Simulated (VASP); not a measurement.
# TiO2 (P2_1/c) in VASP: notebook, part 2 of 2

VASP 6.6.1.

**3. Optical spectrum, PBE**

The input, INCAR:

```
PREC     = Accurate       # precision mode
ENCUT    = 520            # plane-wave cutoff, eV
EDIFF    = 1E-6           # SCF threshold, eV
ISMEAR   = 0              # smearing method
SIGMA    = 0.02           # smearing width, eV
LREAL    = False          # projectors in reciprocal space
LASPH    = True           # aspherical terms in the spheres
NELM     = 100            # most SCF steps
ALGO     = Normal         # electronic algorithm
ISIF     = 2              # what is computed and relaxed
LWAVE    = False          # write WAVECAR
LCHARG   = False          # write CHGCAR
GGA      = PE             # functional
LOPTICS  = True           # frequency-dependent dielectric function
NBANDS   = 72             # bands
NEDOS    = 1000           # points of the DOS
CSHIFT   = 0.1
```

The input, KPOINTS:

```
Automatic mesh
0
Gamma
  5 5 5
```

The input, POSCAR:

```
TiO2
1.0
    4.8126997814      0.0000000000      0.0000000000
    0.0000000000      4.8718844600      0.0000000000
   -0.8628854487      0.0000000000      4.9665942755
Ti O
4 8
Direct
    0.2774352600      0.0528083600      0.2131482700
    0.7225647400      0.5528083600      0.2868517300
    0.7225647400      0.9471916400      0.7868517300
    0.2774352600      0.4471916400      0.7131482700
    0.0638382200      0.1769655200      0.8515567400
    0.9361617800      0.6769655200      0.6484432600
    0.9361617800      0.8230344800      0.1484432600
    0.0638382200      0.3230344800      0.3515567400
    0.4453609900      0.7576317400      0.4667718600
    0.5546390100      0.2576317400      0.0332281400
    0.5546390100      0.2423682600      0.5332281400
    0.4453609900      0.7423682600      0.9667718600
```

Potentials or basis: VASP PAW PBE potentials, release 64 (Ti_sv, O).

Launch:

```
$ cat potpaw_PBE.64/Ti_sv/POTCAR potpaw_PBE.64/O/POTCAR > POTCAR
$ mpirun -np 1 vasp_std > vasp.out
```

OUTCAR:

```text
PREC = Accurate
   ENCUT = 520
   EDIFF = 1E-6
   ISMEAR = 0
   LREAL = False
   LASPH = True
   NELM = 100
   ISIF = 2
   GGA = PE

 ion  position               nearest neighbor table
   1  0.277  0.053  0.213-   8 1.88   7 1.97   9 2.00  10 2.00   5 2.03  11 2.12  12 2.20
   2  0.723  0.553  0.287-   7 1.88   8 1.97  10 2.00   9 2.00   6 2.03  12 2.12  11 2.20
   3  0.723  0.947  0.787-   6 1.88   5 1.97  11 2.00  12 2.00   7 2.03   9 2.12  10 2.20
   4  0.277  0.447  0.713-   5 1.88   6 1.97  12 2.00  11 2.00   8 2.03  10 2.12   9 2.20
   5  0.064  0.177  0.852-   4 1.88   3 1.97   1 2.03
   6  0.936  0.677  0.648-   3 1.88   4 1.97   2 2.03
   7  0.936  0.823  0.148-   2 1.88   1 1.97   3 2.03
   8  0.064  0.323  0.352-   1 1.88   2 1.97   4 2.03
[... 1791 lines left out ...]
     2.52884     2.39514     1.96984     0.53432     0.00000     0.00000    -0.18307
     3.37179     6.78800     7.70736     4.70496     0.00000     0.00000    -0.47120
     4.21474     8.13233     8.12333     7.28243     0.00000     0.00000     0.55578
[... 92 lines left out ...]
    82.60881     0.00017     0.00017     0.00016     0.00000     0.00000    -0.00000
    83.45175     0.00016     0.00016     0.00016     0.00000     0.00000    -0.00000

  frequency dependent      REAL DIELECTRIC FUNCTION (independent particle, no local field effects) density-density
     E(ev)        X           Y           Z          XY          YZ          ZX
  --------------------------------------------------------------------------------------------------------------
     0.00000     7.45966     7.68650     6.71933     0.00000     0.00000     0.11898
     0.84295     7.68749     7.93236     6.88356     0.00000     0.00000     0.11812
     1.68589     8.57037     8.89645     7.47523     0.00000     0.00000     0.10682
     2.52884    11.21340    11.66047     9.16422     0.00000     0.00000    -0.12452
     3.37179     9.72587     9.92483    11.61442     0.00000     0.00000     0.51124
     4.21474     7.58674     6.51798     7.13716     0.00000     0.00000     0.55301
[... 92 lines left out ...]
    82.60881     0.93897     0.93843     0.93978     0.00000     0.00000     0.00077
    83.45175     0.94033     0.93981     0.94114     0.00000     0.00000     0.00075

  frequency dependent IMAGINARY DIELECTRIC FUNCTION (independent particle, no local field effects) current-current
     E(ev)      X         Y         Z        XY        YZ        ZX
  --------------------------------------------------------------------------------------------------------------
     0.00000    15.33213    15.86964    13.57647     0.00000     0.00000     0.28446
     0.84295     1.64353     1.70613     1.43658     0.00000     0.00000     0.02794
     1.68589     1.07337     1.13058     0.87737     0.00000     0.00000     0.00924
     2.52884     3.21365     2.81397     1.18067     0.00000     0.00000    -0.19332
     3.37179     7.30350     8.22826     5.34069     0.00000     0.00000    -0.43679
     4.21474     8.44641     8.38149     7.56932     0.00000     0.00000     0.58296
[... 92 lines left out ...]
    82.60881     0.00002     0.00002     0.00002     0.00000     0.00000    -0.00000
    83.45175     0.00002     0.00002     0.00002     0.00000     0.00000    -0.00000

  frequency dependent      REAL DIELECTRIC FUNCTION (independent particle, no local field effects) current-current
     E(ev)        X           Y           Z          XY          YZ          ZX
  --------------------------------------------------------------------------------------------------------------
     0.00000     7.44771     7.67316     6.71164     0.00000     0.00000     0.11992
     0.84295     7.67199     7.91508     6.87356     0.00000     0.00000     0.11916
     1.68589     8.54774     8.87089     7.46204     0.00000     0.00000     0.10837
     2.52884    11.02619    11.49540     9.12198     0.00000     0.00000    -0.10819
     3.37179     9.31417     9.47129    11.33303     0.00000     0.00000     0.54082
     4.21474     7.20210     6.13413     6.79061     0.00000     0.00000     0.52674
[... 92 lines left out ...]
    82.60881     0.93897     0.93844     0.93979     0.00000     0.00000     0.00076
    83.45175     0.94034     0.93982     0.94114     0.00000     0.00000     0.00075
```

stdout:

```text
POSCAR found type information on POSCAR TiO
 POSCAR found :  2 types and      12 ions
 scaLAPACK will be used
 LDA part: xc-table for (Slater+PW92), standard interpolation
 POSCAR, INCAR and KPOINTS ok, starting setup
 FFT: planning ... GRIDC
 FFT: planning ... GRID_SOFT
 FFT: planning ... GRID
 WAVECAR not read
 entering main loop
 optical routines
 imaginary and real dielectric function
 recalculating local potential from charge density
 direction            1
 direction            2
 direction            3
```

It took 5.5 min on 1 thread of Intel Xeon Platinum 8375C at 2.90GHz (Ice Lake), shared host; peak memory 0.65 GiB.

Results:

```
Free energy            : -106.9269 eV
Pressure               : 4.8 GPa
Largest force          : 0.100 eV/Å
Band gap on the k mesh : 2.32 eV, indirect (least direct gap 2.37 eV)
```

Forces on the atoms (eV/Å):
```
Ti   0.027  0.053  0.081
Ti  -0.027  0.053 -0.081
Ti  -0.027 -0.053 -0.081
Ti   0.027 -0.053  0.081
O   -0.024  0.019 -0.074
O    0.024  0.019  0.074
O    0.024 -0.019  0.074
O   -0.024 -0.019 -0.074
O   -0.058  0.012  0.002
O    0.058  0.012 -0.002
O    0.058 -0.012 -0.002
O   -0.058 -0.012  0.002
```

Dielectric function (mean over the directions given):
```
energy (eV)  real part  imaginary part
       0.25       7.31            0.01
       1.26       7.80            0.09
       2.28       9.91            0.64
       3.29      10.92            6.04
       4.38       6.76            8.11
       5.39       3.80            8.68
       6.41       1.12           10.63
       7.50      -3.12            6.73
       8.51      -3.25            3.90
       9.53      -2.60            2.09
      10.62      -1.54            1.12
      11.63      -0.82            0.84
      12.64      -0.44            0.78
      13.74      -0.43            0.73
      14.75      -0.19            0.51
      15.76      -0.09            0.41
      16.86       0.05            0.25
      17.87       0.17            0.12
      18.88       0.45            0.08
      19.98       0.52            0.27
```

Caveat: spectra need much finer meshes, so this one isn't converged; independent-particle spectra lack excitons; an odd mesh through Γ misses points on the zone boundary, where band edges often lie.

**4. Density of states, PBE**

POSCAR is that of step 3.

The input, INCAR.step1:

```
  PREC = Accurate
  ENCUT = 520
  EDIFF = 1E-7
  ISMEAR = 0
  SIGMA = 0.02
  LREAL = F
  LASPH = T
  NELM = 80
  ALGO = Normal
  ISIF = 2
  LWAVE = F
  LCHARG = T
  LMAXMIX = 4
  GGA = PE
  NBANDS = 60
```

The input, KPOINTS.step1:

```
Automatic mesh
0
Gamma
  5 5 5
```

The input, INCAR.step2:

```
  PREC = Accurate
  ENCUT = 520
  EDIFF = 1E-7
  ISMEAR = -5
  SIGMA = 0.02
  LREAL = F
  LASPH = T
  NELM = 80
  ALGO = Normal
  ISIF = 2
  LWAVE = F
  LCHARG = F
  LMAXMIX = 4
  GGA = PE
  LORBIT = 10
  NBANDS = 60
  NEDOS = 1001
  ICHARG = 11
```

The input, KPOINTS.step2:

```
Automatic mesh
0
Gamma
  8 8 8
```

Launch:

```
$ cat potpaw_PBE.64/Ti_sv/POTCAR potpaw_PBE.64/O/POTCAR > POTCAR
$ cp INCAR.step1 INCAR
$ cp KPOINTS.step1 KPOINTS
$ mpirun -np 1 vasp_std > vasp.out
$ cp INCAR.step2 INCAR
$ cp KPOINTS.step2 KPOINTS
$ mpirun -np 1 vasp_std > vasp.out
```

Run time: 13 min. Hardware: 1 thread of Intel Xeon Platinum 8375C at 2.90GHz (Ice Lake), shared host; peak memory 0.8 GiB.

Results (log left out):

| Quantity | Value |
| --- | --- |
| Valence electrons inside the program's atomic spheres | Ti 10.22; O 5.08, 5.07 |

Levels at points of the mesh, in eV from the valence-band top:
| k point | band 46 | band 47 | band 48 | band 49 | band 50 | band 51 |
| --- | --- | --- | --- | --- | --- | --- |
| (0.00, 0.00, 0.00) | -0.56 | -0.01 | 0.00 | 2.43 | 2.53 | 2.90 |
| (0.50, 0.00, 0.00) | -0.73 | -0.51 | -0.07 | 2.28 | 2.84 | 2.85 |
| (0.00, 0.50, 0.00) | -0.93 | -0.37 | -0.37 | 2.82 | 2.82 | 3.15 |
| (0.50, 0.50, 0.00) | -0.96 | -0.74 | -0.74 | 2.68 | 2.68 | 2.94 |
| (0.00, 0.00, 0.50) | -1.07 | -0.41 | -0.41 | 2.63 | 2.63 | 2.84 |
| (0.50, 0.00, 0.50) | -1.08 | -0.63 | -0.63 | 2.35 | 2.35 | 3.25 |
| (0.00, 0.50, 0.50) | -1.11 | -0.84 | -0.84 | 2.66 | 2.66 | 2.78 |
| (0.50, 0.50, 0.50) | -1.17 | -0.92 | -0.92 | 2.54 | 2.54 | 2.88 |

States per cell in windows of 0.5 eV (zero at the valence-band top; states under -8 eV left out):
| from (eV) | total | Ti1_d | Ti2_d | Ti3_d | Ti4_d | O9_p | O10_p |
| --- | --- | --- | --- | --- | --- | --- | --- |
| -8.0 | 0.00 | 0.00 | 0.00 | 0.00 | 0.00 | 0.00 | 0.00 |
| -7.5 | 0.00 | 0.00 | 0.00 | 0.00 | 0.00 | 0.00 | 0.00 |
| -7.0 | 0.00 | 0.00 | 0.00 | 0.00 | 0.00 | 0.00 | 0.00 |
| -6.5 | 0.00 | 0.00 | 0.00 | 0.00 | 0.00 | 0.00 | 0.00 |
| -6.0 | 0.30 | 0.01 | 0.01 | 0.01 | 0.01 | 0.02 | 0.02 |
| -5.5 | 3.09 | 0.11 | 0.11 | 0.11 | 0.11 | 0.23 | 0.23 |
| -5.0 | 6.19 | 0.28 | 0.28 | 0.28 | 0.28 | 0.40 | 0.40 |
| -4.5 | 5.28 | 0.22 | 0.22 | 0.22 | 0.22 | 0.34 | 0.34 |
| -4.0 | 3.41 | 0.13 | 0.13 | 0.13 | 0.13 | 0.23 | 0.23 |
| -3.5 | 3.76 | 0.14 | 0.14 | 0.14 | 0.14 | 0.27 | 0.27 |
| -3.0 | 4.46 | 0.17 | 0.17 | 0.17 | 0.17 | 0.31 | 0.31 |
| -2.5 | 4.76 | 0.18 | 0.18 | 0.18 | 0.18 | 0.33 | 0.33 |
| -2.0 | 5.84 | 0.18 | 0.18 | 0.18 | 0.18 | 0.50 | 0.50 |
| -1.5 | 5.81 | 0.15 | 0.15 | 0.15 | 0.15 | 0.52 | 0.52 |
| -1.0 | 4.20 | 0.09 | 0.09 | 0.09 | 0.09 | 0.29 | 0.29 |
| -0.5 | 1.72 | 0.02 | 0.02 | 0.02 | 0.02 | 0.09 | 0.09 |
| 0.0 | 0.00 | 0.00 | 0.00 | 0.00 | 0.00 | 0.00 | 0.00 |
| 0.5 | 0.00 | 0.00 | 0.00 | 0.00 | 0.00 | 0.00 | 0.00 |
| 1.0 | 0.00 | 0.00 | 0.00 | 0.00 | 0.00 | 0.00 | 0.00 |
| 1.5 | 0.00 | 0.00 | 0.00 | 0.00 | 0.00 | 0.00 | 0.00 |
| 2.0 | 1.26 | 0.25 | 0.25 | 0.25 | 0.25 | 0.01 | 0.01 |
| 2.5 | 5.68 | 1.15 | 1.15 | 1.15 | 1.15 | 0.04 | 0.04 |
| 3.0 | 5.89 | 1.19 | 1.19 | 1.19 | 1.19 | 0.06 | 0.06 |
| 3.5 | 7.10 | 1.39 | 1.39 | 1.39 | 1.39 | 0.09 | 0.09 |
| 4.0 | 3.26 | 0.63 | 0.63 | 0.63 | 0.63 | 0.06 | 0.06 |
| 4.5 | 2.13 | 0.40 | 0.40 | 0.40 | 0.40 | 0.05 | 0.05 |
| 5.0 | 0.00 | 0.00 | 0.00 | 0.00 | 0.00 | 0.00 | 0.00 |
| 5.5 | 0.00 | 0.00 | 0.00 | 0.00 | 0.00 | 0.00 | 0.00 |
| 6.0 | 0.00 | 0.00 | 0.00 | 0.00 | 0.00 | 0.00 | 0.00 |
| 6.5 | 0.00 | 0.00 | 0.00 | 0.00 | 0.00 | 0.00 | 0.00 |

**5. Electric field gradients, PBE**

The input, INCAR:

```
PREC = Accurate ; ENCUT = 520
EDIFF = 1E-8 ; ISMEAR = 0
SIGMA = 0.02 ; LREAL = F
LASPH = T ; NELM = 80
ALGO = Normal ; ISIF = 2
LWAVE = F ; LCHARG = F
GGA = PE ; LEFG = T
```

The input, KPOINTS:

```
regular mesh
0
Gamma
  5 5 5
```

POSCAR is that of step 4.

Potentials or basis: VASP PAW PBE potentials, release 64 (Ti_sv, O).

Launch:

```
$ cat potpaw_PBE.64/Ti_sv/POTCAR potpaw_PBE.64/O/POTCAR > POTCAR
$ mpirun -np 1 vasp_std > vasp.out
```

OUTCAR:

```text
PREC = Accurate
   ENCUT = 520
   EDIFF = 1E-8
   ISMEAR = 0
   LREAL = F
   LASPH = T
   NELM = 80
   ISIF = 2
   GGA = PE

 ion  position               nearest neighbor table
   1  0.277  0.053  0.213-   8 1.88   7 1.97   9 2.00  10 2.00   5 2.03  11 2.12  12 2.20
   2  0.723  0.553  0.287-   7 1.88   8 1.97  10 2.00   9 2.00   6 2.03  12 2.12  11 2.20
   3  0.723  0.947  0.787-   6 1.88   5 1.97  11 2.00  12 2.00   7 2.03   9 2.12  10 2.20
   4  0.277  0.447  0.713-   5 1.88   6 1.97  12 2.00  11 2.00   8 2.03  10 2.12   9 2.20
   5  0.064  0.177  0.852-   4 1.88   3 1.97   1 2.03
   6  0.936  0.677  0.648-   3 1.88   4 1.97   2 2.03
   7  0.936  0.823  0.148-   2 1.88   1 1.97   3 2.03
   8  0.064  0.323  0.352-   1 1.88   2 1.97   4 2.03
   9  0.445  0.758  0.467-   1 2.00   2 2.00   3 2.12   4 2.20
  10  0.555  0.258  0.033-   2 2.00   1 2.00   4 2.12   3 2.20
  11  0.555  0.242  0.533-   3 2.00   4 2.00   1 2.12   2 2.20
  12  0.445  0.742  0.967-   4 2.00   3 2.00   2 2.12   1 2.20

  LATTYP: Found a simple monoclinic cell.
 ALAT       =     4.8126997814
 B/A-ratio  =     1.0122976045
 C/A-ratio  =     1.0474359860
 COS(beta)  =    -0.1711736391

  Lattice vectors:

 A1 = (   4.8126997814,   0.0000000000,   0.0000000000)
 A2 = (   0.0000000000,   4.8718844600,   0.0000000000)
 A3 = (  -0.8628854487,   0.0000000000,   4.9665942755)

Analysis of symmetry for initial positions (statically):
[... 1695 lines left out ...]
   5      -0.550     0.624    -0.074    19.253     0.808   -11.245
   6      -0.550     0.624    -0.074   -19.253     0.808    11.245
   7      -0.550     0.624    -0.074    19.253     0.808   -11.245
   8      -0.550     0.624    -0.074   -19.253     0.808    11.245
   9       5.707    -1.774    -3.933    -0.460    -6.118    -8.946
  10       5.707    -1.774    -3.933     0.460    -6.118     8.946
  11       5.707    -1.774    -3.933    -0.460    -6.118    -8.946
  12       5.707    -1.774    -3.933     0.460    -6.118     8.946
---------------------------------------------------------------------

 Electric field gradients after diagonalization (V/A^2)
 (convention: |V_zz| > |V_xx| > |V_yy|)
----------------------------------------------------------------------
 ion       V_xx      V_yy      V_zz     asymmetry (V_yy - V_xx)/ V_zz
----------------------------------------------------------------------
   1     -15.671    -7.444    23.115       0.356
   2     -15.671    -7.444    23.115       0.356
   3     -15.671    -7.444    23.115       0.356
   4     -15.671    -7.444    23.115       0.356
   5      22.060     0.509   -22.569       0.955
   6      22.060     0.509   -22.569       0.955
   7      22.060     0.509   -22.569       0.955
   8      22.060     0.509   -22.569       0.955
   9      10.200     2.976   -13.176       0.548
  10      10.200     2.976   -13.176       0.548
  11      10.200     2.976   -13.176       0.548
  12      10.200     2.976   -13.176       0.548
----------------------------------------------------------------------

           NMR quadrupolar parameters

 Cq : quadrupolar parameter    Cq=e*Q*V_zz/h
 eta: asymmetry parameters     (V_yy - V_xx)/ V_zz
 Q  : nuclear electric quadrupole moment in mb (millibarn)
----------------------------------------------------------------------
 ion       Cq(MHz)       eta       Q (mb)
----------------------------------------------------------------------
   1       0.056       0.356       1.000
   2       0.056       0.356       1.000
   3       0.056       0.356       1.000
   4       0.056       0.356       1.000
   5      -0.055       0.955       1.000
   6      -0.055       0.955       1.000
   7      -0.055       0.955       1.000
   8      -0.055       0.955       1.000
   9      -0.032       0.548       1.000
  10      -0.032       0.548       1.000
  11      -0.032       0.548       1.000
  12      -0.032       0.548       1.000
----------------------------------------------------------------------
```

OSZICAR:

```text
N       E                     dE             d eps       ncg     rms          rms(c)
DAV:   1     0.155090662239E+04    0.15509E+04   -0.48231E+04  4446   0.205E+03
DAV:   2     0.198867453803E+03   -0.13520E+04   -0.12970E+04  4465   0.636E+02
DAV:   3    -0.117468178863E+03   -0.31634E+03   -0.30656E+03  5750   0.255E+02
DAV:   4    -0.140879173099E+03   -0.23411E+02   -0.23338E+02  6372   0.773E+01
[... 12 lines left out ...]
DAV:  17    -0.106926907604E+03   -0.12133E-08   -0.77176E-07  6971   0.478E-03    0.171E-03
DAV:  18    -0.106926907675E+03   -0.71188E-07   -0.34354E-07  6259   0.394E-03    0.495E-04
DAV:  19    -0.106926907622E+03    0.52754E-07   -0.34929E-08  4268   0.132E-03    0.188E-04
DAV:  20    -0.106926907607E+03    0.15305E-07   -0.30987E-09  3251   0.452E-04    0.788E-05
DAV:  21    -0.106926907601E+03    0.65902E-08   -0.10367E-09  3260   0.212E-04
   1 F= -.10692691E+03 E0= -.10692691E+03  d E =-.269210E-21
```

Run time: 4.3 min. Hardware: 1 thread of Intel Xeon Platinum 8375C at 2.90GHz (Ice Lake), shared host; peak memory 0.33 GiB.

What came out:

| Item | Value |
| --- | --- |
| Free energy | -106.9269 eV |
| Pressure | 4.9 GPa |
| Largest force | 0.100 eV/Å |
| Band gap on the k mesh | 2.32 eV, indirect (least direct gap 2.37 eV) |

Forces on the atoms (eV/Å):
```
Ti   0.027  0.053  0.080
Ti  -0.027  0.053 -0.080
Ti  -0.027 -0.053 -0.080
Ti   0.027 -0.053  0.080
O   -0.024  0.019 -0.073
O    0.024  0.019  0.073
O    0.024 -0.019  0.073
O   -0.024 -0.019 -0.073
O   -0.057  0.012  0.002
O    0.057  0.012 -0.002
O    0.057 -0.012 -0.002
O   -0.057 -0.012  0.002
```

Electric field gradients, principal values (V/Å²):
```tsv
atom	Vxx	Vyy	Vzz
1 Ti	-7.444	-15.671	23.115
2 Ti	-7.444	-15.671	23.115
3 Ti	-7.444	-15.671	23.115
4 Ti	-7.444	-15.671	23.115
5 O	0.509	22.060	-22.569
6 O	0.509	22.060	-22.569
7 O	0.509	22.060	-22.569
8 O	0.509	22.060	-22.569
9 O	2.976	10.200	-13.176
10 O	2.976	10.200	-13.176
11 O	2.976	10.200	-13.176
12 O	2.976	10.200	-13.176
```

Caveat: an odd mesh through Γ misses points on the zone boundary, where band edges often lie.

**6. Overview**

```csv
task,k mesh,k mesh for the DOS,occupations for the DOS,gap on the mesh (eV),pressure (GPa),largest force (eV/Å)
dielectric tensor,4 × 4 × 4,-,-,2.28,-,-
optical spectrum,5 × 5 × 5,-,-,2.32,4.8,0.10
density of states,5 × 5 × 5,8 × 8 × 8,tetrahedron,-,-,-
electric field gradients,5 × 5 × 5,-,-,2.32,4.9,0.10
```

Alike in all rows: level PBE; potentials or basis VASP PAW PBE potentials, release 64 (Ti_sv, O); no spin polarisation; cell as given; cutoff (eV) 520; smearing gaussian 0.02 eV.

On the cell as given the gap runs from 2.28 eV (PBE) to 2.32 eV (PBE); the meshes differ, which moves gaps too.

Caveats: an odd mesh through Γ misses points on the zone boundary, where band edges often lie (some runs); spectra need much finer meshes, so this one isn't converged (some runs); independent-particle spectra lack excitons (some runs).

Total energies depend on the potentials used, so only differences within one code and one set of settings carry meaning.
